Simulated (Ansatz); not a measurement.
# CoO (Fm-3m) in Ansatz: a series of runs

One crystal, CoO, is run at these levels: LDA; tasks: relaxation of cell and atoms.

Everything below comes from runs of Ansatz 0.2.0. Logs are shortened: lines on timing, memory, paths and dates and some standing lists are left out, and cuts for length are marked.

### Step 1. Starting point

The structure is cubic, space group Fm-3m (No. 225). Conventional cell: a = 4.263 Å, b = 4.263 Å, c = 4.263 Å, α = 90.00°, β = 90.00°, γ = 90.00°. Around Co (site symmetry m-3m) lie 6 O at 2.13 Å. O (site symmetry m-3m) is surrounded by 6 Co at 2.13 Å.

### Step 2. Relaxation of cell and atoms, LDA, collinear spin, ferromagnetic start

The input, input.yaml:

```yaml
crystal:
  lattice:
    - [0.0, 2.1315, 2.1315]
    - [2.1315, 0.0, 2.1315]
    - [2.1315, 2.1315, 0.0]
  atoms:
    - { symbol: Co, position: [0.0, 0.0, 0.0], spin: 2.0 }
    - { symbol: O, position: [0.5, 0.5, 0.5] }
hamiltonian:
  xc: lda
  pseudopotentials: { kind: paw }
magnetization:
  spin_polarized: true
kpoints:
  mp_grid: { grid: [8, 8, 8] }
scf:
  occupations: { method: fermi_dirac, width: 0.05 }
output:
  forces: true
  stress: true
  eigenvalues: true
relax:
  f_tol: 0.01
  max_steps: 40
  cell: { stress_tol: 0.05 }
```

Potentials or basis: Ansatz PAW.

Started as:

```console
ansatz run input.yaml --threads 2 --pin off --max-ram 5632MiB --backend cpu --events-out ev --progress --plain --runs-dir out
```

Standard output:

```text
Warning: RAYON_NUM_THREADS=2 ignored (pool sized by the plan → 2); use --threads N
Engine: ansatz 0.2.0, aarch64-unknown-linux-gnu
Pseudopotentials: kind: paw
Pseudopotential: Co, paw, valence charge 17, recommended cutoff 420 eV (normal), Co.paw.azcp
Pseudopotential: O, paw, valence charge 6, recommended cutoff 420 eV (normal), O.paw.azcp
Functional definition: SPW92
  exchange = slater_x
  correlation = pw_c
Crystal: 2 atoms, lattice volume = 19.368 Å³
Basis set: ecut = 420 eV, 339 PW (Γ)
Bands: 17, of which v1, the nominal top of the filled ones, is band 12 counted from 1 (11 counted from 0)
Symmetry: 48 space group operations
Space group: Fm-3m (ITA 225), of the structure as read, at distance tolerance 2.7e-5 Å
Magnetic group: BNS 225.116 (UNI 1618), of the structure as read, at distance tolerance 2.7e-5 Å
k-points: 29 of 512
Non-local potential: Co, projectors of the file, l = 0: 3, l = 1: 2, l = 2: 3, l = 3: 1
Non-local potential: O, projectors of the file, l = 0: 2, l = 1: 2, l = 2: 1
PAW form: soft (Blöchl's): semilocal exchange-correlation on the pseudo side does not see the compensation charge
PAW frozen core: Co, regenerated for the run's functional, and the local potential with it (the file was generated under x = pbe(κ = 0.804, μ = 0.2195149727645171), c = pbe(β = 0.06672455060314922))
PAW frozen core: O, regenerated for the run's functional, and the local potential with it (the file was generated under x = pbe(κ = 0.804, μ = 0.2195149727645171), c = pbe(β = 0.06672455060314922))
PAW one-centre angular grid: Co, 590 points (default); XC on 64 Gauss nodes
PAW one-centre angular grid: O, 110 points (default); XC on 64 Gauss nodes
Initial density: superposition of atomic densities (chi_scale 0.1, normalization cell, long waves kept (reshape's long-wave potential 0.00 eV rms))
Starting moments: Σ|m| = 2 μB on 1 of 2 sites
Initial wavefunctions: pseudopotential atomic-orbital guess
Functional: x = slater, c = lda
SCF iter   1: F=—  HF=-5615.426594 eV  |F-HF|=—  |Δ(HF+E_count)|=         —  Δρ=1.09e-1 (↑1.09e-1 ↓1.05e-1)  dr2=6.48e0  dr2_m=1.08e-1  M=2.043 μB ∫|m|=2.043 μB  β_m=0.30  ethr=3.10e-3  ⟨swp⟩=5.6  Hψ=4306  notcnv=0
Mixer restart at iter 1: flushing history
preconditioner: auto → none  [metal: Δε(μ)=0.027 eV  Ē_g=12.899 eV  σ=0.050 eV  W_gap=0.13  n_scr=8 (ndim 8)  ℏωp=32.7 eV  f_vac=0.000  D(μ)=5.20/eV (n_scr^D=112)  sad-step TF]
SCF iter   2: F=—  HF=-5615.891808 eV  |F-HF|=—  |Δ(HF+E_count)|=   4.65e-1  Δρ=4.66e-2 (↑4.66e-2 ↓4.43e-2)  dr2=8.52e-1  dr2_m=1.24e-1  M=2.183 μB ∫|m|=2.184 μB  β_m=0.37  ethr=3.10e-3  ⟨swp⟩=3.4  Hψ=2428  notcnv=0  defer=15
SCF iter   3: F=—  HF=-5616.163061 eV  |F-HF|=—  |Δ(HF+E_count)|=   2.71e-1  Δρ=3.13e-2 (↑2.43e-2 ↓3.13e-2)  dr2=7.92e-2  dr2_m=9.22e-2  M=2.295 μB ∫|m|=2.297 μB  β_m=0.69  ethr=3.10e-3  ⟨swp⟩=2.0  Hψ=1705  notcnv=0  defer=14
SCF iter   4: F=—  HF=-5616.315083 eV  |F-HF|=—  |Δ(HF+E_count)|=         —  Δρ=5.54e-2 (↑3.66e-2 ↓5.54e-2)  dr2=7.49e-2  dr2_m=3.64e-1  M=2.838 μB ∫|m|=2.845 μB  β_m=0.69  ethr=3.45e-4  ⟨swp⟩=3.0  Hψ=2169  notcnv=0  defer=14
Mixer restart at iter 4: flushing history
SCF iter   5: F=—  HF=-5616.323942 eV  |F-HF|=—  |Δ(HF+E_count)|=   8.86e-3  Δρ=2.74e-2 (↑2.74e-2 ↓1.16e-2)  dr2=1.18e-1  dr2_m=3.06e-2  M=2.810 μB ∫|m|=2.817 μB  β_m=0.72  ethr=3.25e-4  ⟨swp⟩=3.0  Hψ=2268  notcnv=0  defer=14
SCF iter   6: F=—  HF=-5616.363142 eV  |F-HF|=—  |Δ(HF+E_count)|=   3.92e-2  Δρ=4.18e-2 (↑1.58e-2 ↓4.18e-2)  dr2=3.60e-1  dr2_m=4.24e-2  M=2.920 μB ∫|m|=2.931 μB  β_m=0.54  ethr=3.25e-4  ⟨swp⟩=3.0  Hψ=2522  notcnv=0  defer=16  recentre
SCF iter   7: F=—  HF=-5616.288672 eV  |F-HF|=—  |Δ(HF+E_count)|=   7.45e-2  Δρ=6.19e-4 (↑5.22e-4 ↓6.19e-4)  dr2=4.68e-5  dr2_m=3.20e-5  M=2.863 μB ∫|m|=2.873 μB  β_m=0.69  ethr=3.25e-4  ⟨swp⟩=3.0  Hψ=2506  notcnv=0  defer=16
SCF iter   8: F=—  HF=-5616.288659 eV  |F-HF|=—  |Δ(HF+E_count)|=   1.29e-5  Δρ=4.32e-4 (↑4.32e-4 ↓2.32e-4)  dr2=1.86e-5  dr2_m=1.45e-5  M=2.865 μB ∫|m|=2.875 μB  β_m=0.69  ethr=2.04e-7  ⟨swp⟩=2.1  Hψ=1457  notcnv=0  defer=16
SCF iter   9: F=—  HF=-5616.288662 eV  |F-HF|=—  |Δ(HF+E_count)|=   2.26e-6  Δρ=1.44e-4 (↑3.39e-5 ↓1.44e-4)  dr2=2.06e-6  dr2_m=1.09e-6  M=2.865 μB ∫|m|=2.875 μB  β_m=0.64  ethr=8.09e-8  ⟨swp⟩=2.2  Hψ=1527  notcnv=0  defer=16
SCF iter  10: F=—  HF=-5616.288661 eV  |F-HF|=—  |Δ(HF+E_count)|=   5.85e-7  Δρ=1.50e-5 (↑6.64e-6 ↓1.50e-5)  dr2=2.86e-8  dr2_m=1.68e-8  M=2.865 μB ∫|m|=2.875 μB  β_m=0.75  ethr=8.97e-9  ⟨swp⟩=2.1  Hψ=1324  notcnv=0  defer=16
SCF iter  11: F=-5616.288661 eV  HF=-5616.288661 eV  |F-HF|=3.57e-10  |Δ(HF+E_count)|=   1.18e-8  Δρ=1.95e-6 (↑1.03e-6 ↓1.95e-6)  dr2=6.04e-10  dr2_m=1.97e-10  M=2.865 μB ∫|m|=2.876 μB  ethr=1.24e-10  ⟨swp⟩=2.9  Hψ=3233  notcnv=0
SCF 1 converged in 11 iterations: F = -5616.288661 eV  dr2 = 6.04e-10
[... 125 lines left out ...]
SCF iter   7: F=—  HF=-5616.450165 eV  |F-HF|=—  |Δ(HF+E_count)|=   2.09e-8  Δρ=2.04e-6 (↑4.53e-7 ↓2.04e-6)  dr2=3.87e-10  dr2_m=2.04e-10  M=1.972 μB ∫|m|=1.978 μB  β_m=0.88  ethr=3.15e-11  ⟨swp⟩=2.2  Hψ=1639  notcnv=0
SCF iter   8: F=-5616.450165 eV  HF=-5616.450165 eV  |F-HF|=8.55e-11  |Δ(HF+E_count)|=  8.89e-10  Δρ=8.62e-7 (↑1.96e-7 ↓8.62e-7)  dr2=9.93e-11  dr2_m=3.16e-11  M=1.972 μB ∫|m|=1.978 μB  ethr=1.68e-12  ⟨swp⟩=1.4  Hψ=2983  notcnv=0
SCF 10 converged in 8 iterations: F = -5616.450165 eV  dr2 = 9.93e-11
relax step  10: F+E_penalty+E_count = -5616.45016544 eV  Δ(F+E_penalty+E_count) = -2.977e-5 eV  max|allowed force component| = 7.165e-30 eV/Å  Δτ_max = 0.0000 Å  P = -0.001 GPa  Ω = 16.767 Å³  energy of the carried Pulay correction = +2.896e-5 eV  (8 SCF iters, dr2 threshold 8.58e-9 eV, accepted)
iter 1 solved again at ethr=6.75e-9 eV; its pass at ethr=3.10e-3 eV (dr2=1.55e-6 eV) is discarded
SCF iter   1: F=—  HF=-5616.450165 eV  |F-HF|=—  |Δ(HF+E_count)|=         —  Δρ=5.22e-7 (↑2.90e-7 ↓5.22e-7)  dr2=1.11e-11  dr2_m=2.29e-11  M=1.972 μB ∫|m|=1.978 μB  β_m=0.65  ethr=6.75e-9  ⟨swp⟩=3.2  Hψ=7243  notcnv=0
eigensolver tolerance schedule: the retry pair's looser diagonalisation over-reported the residual by 140027.01 of it (diagonalisation noise at 0.44 of the residual, at the tolerance the schedule requests for it); recorded, not acted on — ethr = c·dr2/N_el stays at c = 1.0e-1
preconditioner: auto → none  [metal: Δε(μ)=0.009 eV  Ē_g=14.768 eV  σ=0.050 eV  W_gap=0.04  n_scr=0 (ndim 8)  ℏωp=35.1 eV  f_vac=0.000  D(μ)=3.78/eV (n_scr^D=64)]
SCF iter   2: F=—  HF=-5616.450165 eV  |F-HF|=—  |Δ(HF+E_count)|=   6.60e-8  Δρ=1.75e-7 (↑1.75e-7 ↓1.47e-7)  dr2=5.01e-12  dr2_m=1.19e-12  M=1.972 μB ∫|m|=1.978 μB  β_m=0.44  ethr=1.00e-12  ⟨swp⟩=3.1  Hψ=2016  notcnv=0
SCF iter   3: F=—  HF=-5616.450165 eV  |F-HF|=—  |Δ(HF+E_count)|=  1.82e-12  Δρ=1.31e-7 (↑3.71e-8 ↓1.31e-7)  dr2=1.83e-12  dr2_m=8.29e-13  M=1.972 μB ∫|m|=1.978 μB  β_m=0.46  ethr=1.00e-12  ⟨swp⟩=1.0  Hψ=986  notcnv=0
SCF iter   4: F=-5616.450165 eV  HF=-5616.450165 eV  |F-HF|=1.46e-11  |Δ(HF+E_count)|=  9.09e-12  Δρ=3.90e-7 (↑1.10e-7 ↓3.90e-7)  dr2=1.76e-11  dr2_m=7.98e-12  M=1.972 μB ∫|m|=1.978 μB  ethr=1.00e-12  ⟨swp⟩=3.2  Hψ=3447  notcnv=0
SCF 11 converged in 4 iterations: F = -5616.450165 eV  dr2 = 1.76e-11
relax step  11: F+E_penalty+E_count = -5616.45016544 eV  Δ(F+E_penalty+E_count) = -5.912e-11 eV  max|allowed force component| = 4.898e-30 eV/Å  Δτ_max = 0.0000 Å  P = -0.003 GPa  Ω = 16.767 Å³  stress off target by 2.66e-3 GPa  SCF on the basis re-selected at this cell (its energy is not comparable with the rows above)  (4 SCF iters)
basis re-selected at this cell: Δ(F+E_penalty+E_count) = -5.912e-11 eV, ΔP = -0.002 GPa vs the last step (what re-selecting the basis moved, of the pressure what is left beyond the Pulay correction that the steps carried, after the strain that the cell walked since its last selection, with what the two solves' SCF thresholds leave and, on support functions, any second-order correction that the steps lacked; it is no measure of the basis error at this ecutwfc). This SCF's stress stands 2.66e-3 GPa from its target on what of the cell is left free (relax.cell.stress_tol is 5.00e-2 GPa) and its largest allowed force component is 4.90e-30 eV/Å (relax.f_tol is 1.00e-2 eV/Å): within both
SCF converged after 4 iterations
Magnetization: 1.9717 μB (12.4859 up, 10.5141 down)
Absolute magnetization: 1.9783 μB (∫|ρ↑−ρ↓|, with the PAW one-centre terms)
Spin contamination: 0.0093 ħ² per cell (⟨S²⟩ above its minimum at these occupations)
Per-site moments (μB) at R_I (Å): [(1.7027962625430009, 0.8379740129563253), (0.16511249627850474, 0.8379740129563253)]
Free energy (F): -5616.450165 eV
Harris-Foulkes:  -5616.450165 eV  (|F-HF|=1.46e-11)
Internal energy: -5616.419300 eV  (E = F + TS)
E sigma→0 (E₀):  -5616.434733 eV
Entropy (-TS):   -0.030866 eV (-15.433 meV/atom)
Fermi energy:    16.521323 eV
--- Per-component energies (eV) ---
  E_band       = -247.994612
  E_kinetic    = 623.179550
  E_local      = -3224.964001  (includes V_loc(G=0)·N_el)
  E_nonlocal   = 521.119446
  E_hartree    = 1329.400007
  E_xc         = -227.741469
  E_vxc        = -294.749990  (∫ρ·V_xc dr)
  E_paw        = -1603.433070  (= ΣΔE_a)
  E_vpaw       = -531.382502  (= ΣTr[D̂ρ^β])
  E_aug_tail   = 0.002667  (compensation charges beyond the density's cutoff)
  E_ewald      = -3034.497603
  E_core_change = 0.515172  (= ΣΔE_core)
  E_smearing   = -0.030866  (= −TS)
  E_closure    = 0.000000  (closes the sum)
  Σ components = -5616.450165   (vs F -5616.450165, Δ=0.00e0)
--- Forces (eV/Å), atoms counted from 1 ---
  atom   1  Co    -0.00000000     0.00000000     0.00000000
  atom   2  O      0.00000000     0.00000000    -0.00000000
  max |Σ_I F_I| component: 7.03e-30 eV/Å
--- Stress (GPa, compression-positive) ---
       -0.002662       0.000000      -0.000000
        0.000000      -0.002662       0.000000
       -0.000000       0.000000      -0.002662
  P = ⅓ Tr σ = -0.0027 GPa (-0.027 kbar)
--- Band table (eV; the first three rows and the last of 58) ---
  k-point 0 ↑: bands = ["-78.9369", "-42.6113", "-42.6113", "-42.6113", "-5.0717", "12.4648", "12.4648", "12.4648", "13.6123", "13.6123", "13.6123", "13.7441", "13.7441", "18.2657", "33.4814", "35.6160", "35.6160"]
  k-point 1 ↑: bands = ["-78.9357", "-42.6226", "-42.6127", "-42.6127", "-4.8614", "11.1818", "11.5761", "11.5761", "13.7692", "13.7692", "13.9953", "14.7124", "14.7124", "19.2086", "31.4010", "35.0814", "35.0814"]
  k-point 2 ↑: bands = ["-78.9327", "-42.6499", "-42.6161", "-42.6161", "-4.3089", "9.1547", "10.5200", "10.5200", "14.1296", "14.1296", "14.4341", "16.0083", "16.0083", "20.8583", "28.7077", "33.1741", "33.1741"]
  k-point 28 ↓: bands = ["-76.8892", "-40.6881", "-40.6881", "-40.6660", "-2.9284", "9.4267", "9.4267", "9.9864", "15.8753", "15.8753", "16.6504", "16.9041", "17.6639", "26.2836", "27.5117", "27.5117", "30.9124"]
--- Relaxed structure (8 steps of the walk, 7 accepted, 3 SCFs on fresh bases) ---
  F+E_penalty+E_count = -5616.45016544 eV   max|allowed force component| = 4.898e-30 eV/Å   (the final SCF, on the basis selected at the relaxed cell)
  cell:  # Å, volume = 16.7668 Å³
    - [2.643224216326986e-34, 2.031452152621395, 2.031452152621395]
    - [2.031452152621395, 1.6241498612230713e-34, 2.031452152621395]
    - [2.031452152621395, 2.031452152621395, -2.5476860164477985e-35]
  atoms:
    - { symbol: Co, position: [1.7412280070334524e-35, -1.3647462757824199e-35, -1.5529871414081032e-35] }
    - { symbol: O, position: [0.5, 0.5, 0.5] }
```

Wall time 10 s (2 threads of Arm Neoverse V2, shared host); peak memory 0.29 GiB.

Results:

```
Free energy                            : -5616.4502 eV
Relaxed volume                         : 8.38 Å³/atom
Relaxed cell                           : a = 2.873 Å, b = 2.873 Å, c = 2.873 Å, α = 60.00°, β = 60.00°, γ = 60.00°
Space group after relaxing (to 0.05 Å) : Fm-3m (No. 225)
Energy gained by relaxing              : 80.8 meV/atom
Ionic steps                            : 10
Pressure after relaxing                : 0.0 GPa
Band gap on the k mesh                 : none (metal or under the smearing width)
Net moment                             : 1.97 μB per cell
Absolute moment                        : 1.98 μB per cell
Site moments                           : Co +1.70; O +0.17 μB
```

The path:
```tsv
step	energy change (eV)	largest force (eV/Å)	volume (Å³)
1	0.0000	0.0000	19.37
2	-0.1086	0.0000	18.27
3	-0.1603	0.0000	17.24
4	-0.1697	0.0000	16.84
5	-0.1698	0.0000	16.84
6	-0.1613	0.0000	16.84
7	-0.1619	0.0000	16.77
8	-0.1615	0.0000	16.77
9	-0.1615	0.0000	16.77
10	-0.1615	0.0000	16.77
```

Final structure:
```cif
data_structure
_symmetry_space_group_name_H-M 'P 1'
_symmetry_Int_Tables_number 1
_cell_length_a 2.8729
_cell_length_b 2.8729
_cell_length_c 2.8729
_cell_angle_alpha 60.000
_cell_angle_beta 60.000
_cell_angle_gamma 60.000
_cell_volume 16.77
loop_
_atom_site_label
_atom_site_type_symbol
_atom_site_fract_x
_atom_site_fract_y
_atom_site_fract_z
_atom_site_occupancy
Co1 Co 0.00000 0.00000 0.00000 1
O1 O 0.50000 0.50000 0.50000 1
```

Caveat: the plane-wave basis is chosen anew once the cell has moved, so the energies of steps on either side of that aren't comparable; the pressure holds a Pulay correction of +1.1 GPa for the finite cutoff; a cell with one magnetic atom can't hold antiferromagnetic order, which such compounds often take; semilocal functionals often make such compounds metallic where correlation or magnetic order opens a gap, which also shifts bond lengths; the PAW data sets come from PBE, with cores solved anew for the run's functional, which leaves a small shift of forces and pressure. With open d or f shells a metallic result of LDA can be an artefact of self-interaction; +U or a hybrid may open a gap.

### Step 3. Relaxation of cell and atoms, LDA, collinear spin, ferromagnetic start, target pressure 2 GPa, at which the enthalpy is minimised

Changes to input.yaml since step 2:

```diff
@@ -24,2 +24,2 @@
   max_steps: 40
-  cell: { stress_tol: 0.05 }
+  cell: { stress_tol: 0.05, p_target: 2.0 }
```

Potentials or basis: Ansatz PAW.

Started as:

```console
ansatz run input.yaml --threads 2 --pin off --max-ram 5632MiB --backend cpu --events-out ev --progress --plain --runs-dir out
```

Run time: 10 s. Hardware: 2 threads of Arm Neoverse V2, shared host; peak memory 0.29 GiB.

The run converged. Its results:

```yaml
Free_energy: -5616.4490 eV
Relaxed_volume: 8.30 Å³/atom
Relaxed_cell: a = 2.864 Å, b = 2.864 Å, c = 2.864 Å, α = 60.00°, β = 60.00°, γ = 60.00°
Space_group_after_relaxing_to_0.05_Å: Fm-3m (No. 225)
Energy_change_on_relaxing_the_enthalpy_is_what_falls: -80.2 meV/atom
Ionic_steps: 10
Pressure_after_relaxing: 2.0 GPa
Band_gap_on_the_k_mesh: none (metal or under the smearing width)
Net_moment: 1.92 μB per cell
Absolute_moment: 1.93 μB per cell
Site_moments: Co +1.66; O +0.16 μB
```

The path:
```csv
step,energy change (eV),largest force (eV/Å),volume (Å³)
1,0.0000,0.0000,19.37
2,-0.1159,0.0000,18.16
3,-0.1665,0.0000,17.05
4,-0.1699,0.0000,16.68
5,-0.1699,0.0000,16.68
6,-0.1615,0.0000,16.68
7,-0.1613,0.0000,16.61
8,-0.1605,0.0000,16.61
9,-0.1605,0.0000,16.61
10,-0.1604,0.0000,16.61
```

Final structure:
```
CELL_PARAMETERS angstrom
0.00000 2.02509 2.02509
2.02509 0.00000 2.02509
2.02509 2.02509 0.00000
ATOMIC_POSITIONS crystal
Co 0.00000 0.00000 0.00000
O 0.50000 0.50000 0.50000
```

Levels at points of the mesh, in eV from the Fermi level:
Spin up:
```tsv
k point	band 11	band 12	band 13	band 14	band 15	band 16
(0.00, 0.00, 0.00)	-2.91	-2.76	-2.76	1.82	16.99	19.19
(0.00, 0.00, -0.50)	-1.30	0.87	0.87	5.23	10.57	14.22
(0.00, -0.50, -0.50)	-1.44	-1.44	-1.40	6.84	10.48	12.42
```
Spin down:
| k point | band 7 | band 8 | band 9 | band 10 | band 11 | band 12 | band 13 | band 14 | band 15 | band 16 |
| --- | --- | --- | --- | --- | --- | --- | --- | --- | --- | --- |
| (0.00, 0.00, 0.00) | -3.78 | -3.78 | -1.54 | -1.54 | -1.54 | -0.84 | -0.84 | 2.18 | 17.06 | 19.71 |
| (0.00, 0.00, -0.50) | -6.27 | -6.27 | -0.27 | -0.27 | 0.09 | 2.47 | 2.47 | 5.49 | 11.06 | 14.62 |
| (0.00, -0.50, -0.50) | -5.18 | -5.18 | -3.05 | -0.25 | 0.12 | 0.12 | 0.58 | 7.38 | 10.79 | 13.10 |

Caveat: the plane-wave basis is chosen anew once the cell has moved, so the energies of steps on either side of that aren't comparable; the pressure holds a Pulay correction of +1.1 GPa for the finite cutoff; a cell with one magnetic atom can't hold antiferromagnetic order, which such compounds often take; semilocal functionals often make such compounds metallic where correlation or magnetic order opens a gap, which also shifts bond lengths; the PAW data sets come from PBE, with cores solved anew for the run's functional, which leaves a small shift of forces and pressure. With open d or f shells a metallic result of LDA can be an artefact of self-interaction; +U or a hybrid may open a gap.
